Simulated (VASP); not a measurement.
Write the native input for VASP 6.6.1 that does the following.

```yaml
Task: single point
Functional: HSE(alpha, omega)
Potentials_or_basis: VASP PAW PBE potentials, release 64 (As)
Cutoff: 520 eV
k_mesh: 5 × 5 × 5
Occupations: fermi-dirac, width 0.05 eV
Spin: no spin polarisation
Screening_parameter: 0.2
Grid_for_exact_exchange_PRECFOCK: Fast
Further_INCAR_settings: ALGO = Normal; EDIFF = 1e-06; NBANDS = 12
```

As:

```
As
1.0
    -2.70368    0.00000   -2.70368
     0.00000   -2.70368   -2.70368
    -2.70368   -2.70368    0.00000
As
2
Direct
  0.27635 0.22714 0.25690
  0.72365 0.77286 0.74310
```

This isn't the form of As at room conditions, which is rhombohedral.

The cell isn't the ideal one: all atoms moved at random.

One way to write it, as run:

POSCAR

```
As
1.0
   -2.7036817400      0.0000000000     -2.7036817400
    0.0000000000     -2.7036817400     -2.7036817400
   -2.7036817400     -2.7036817400      0.0000000000
As
2
Direct
    0.2763515400      0.2271399200      0.2568997100
    0.7236484600      0.7728600800      0.7431002900
```

INCAR.step1

```
SYSTEM = As
PREC     = Accurate       ! precision mode
ENCUT    = 520            ! plane-wave cutoff, eV
EDIFF    = 1E-5           ! SCF threshold, eV
ISMEAR   = -1             ! smearing method
SIGMA    = 0.05           ! smearing width, eV
LREAL    = .False.        ! projectors in reciprocal space
LASPH    = .True.         ! aspherical terms in the spheres
NELM     = 60             ! most SCF steps
ALGO     = Normal         ! electronic algorithm
ISIF     = 2              ! what is computed and relaxed
LWAVE    = .True.         ! write WAVECAR
LCHARG   = .False.        ! write CHGCAR
NBANDS   = 12             ! bands
GGA      = PE             ! functional
```

INCAR.step2

```
SYSTEM = As
PREC     = Accurate       ! precision mode
ENCUT    = 520            ! plane-wave cutoff, eV
EDIFF    = 1E-6           ! SCF threshold, eV
ISMEAR   = -1             ! smearing method
SIGMA    = 0.05           ! smearing width, eV
LREAL    = .False.        ! projectors in reciprocal space
LASPH    = .True.         ! aspherical terms in the spheres
NELM     = 60             ! most SCF steps
ALGO     = Normal         ! electronic algorithm
ISIF     = 2              ! what is computed and relaxed
LWAVE    = .False.        ! write WAVECAR
LCHARG   = .False.        ! write CHGCAR
GGA      = PE             ! functional
LHFCALC  = .True.         ! exact exchange
HFSCREEN = 0.2            ! screening, 1/A
AEXX     = 0.25           ! exact-exchange fraction
PRECFOCK = Fast         
NBANDS   = 12             ! bands
ISTART   = 1
```

KPOINTS

```
regular mesh
0
Gamma
  5 5 5
  0 0 0
```

Potentials or basis: VASP PAW PBE potentials, release 64 (As).

Launch:

```console
$ cat potpaw_PBE.64/As/POTCAR > POTCAR
$ cp INCAR.step1 INCAR
$ mpirun -np 1 vasp_std > vasp.out
$ cp INCAR.step2 INCAR
$ mpirun -np 1 vasp_std > vasp.out
```

Results of the run:

```json
{"Pressure": "0.6 GPa", "Largest force": "0.994 eV/Å", "Band gap on the k mesh": "0.20 eV, indirect (least direct gap 0.42 eV)"}
```

Caveat: the PAW data sets were made with another functional, which shifts forces and pressure a little; an odd mesh through Γ misses points on the zone boundary, where band edges often lie.

Run time: 6 min on 1 thread of Intel(R) Xeon(R) 6975P-C (Granite Rapids), on a shared host, peak memory 0.28 GiB.
